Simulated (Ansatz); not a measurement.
CuO:

```
Cu O
1.0
     3.42205    0.00000    0.00000
     0.00000    3.42205    0.00000
     0.00000    0.00000    4.26046
Cu O
2 2
Direct
  0.00000 0.50000 0.00000
  0.50000 0.00000 0.50000
  0.00000 0.00000 0.25000
  0.00000 0.00000 0.75000
```

Measurements of this composition are mostly on another form, of space group No. 15.

Base run:

- Program: Ansatz 0.2.0
- Functional: PBE
- Potentials or basis: Ansatz PAW
- Cutoff: 420 eV (not typed: the program's choice for these potentials)
- k mesh: 8 × 8 × 6
- Occupations: fermi-dirac, width 0.05 eV
- Spin: no spin polarisation
- Hubbard terms: Cu d U = 2 eV

Its results: band gap on the k mesh none (metal or under the smearing width); pressure -1.8 GPa.

The run is repeated on the same cell with these changes: hubbard terms from Cu d U = 2 eV to Cu d U = 1 eV. What comes out?

Band gap on the k mesh none (metal or under the smearing width); pressure -2.3 GPa.

Caveats: the run has no spin polarisation, though such a crystal can be magnetic; U without spin polarisation on a metal has little footing.
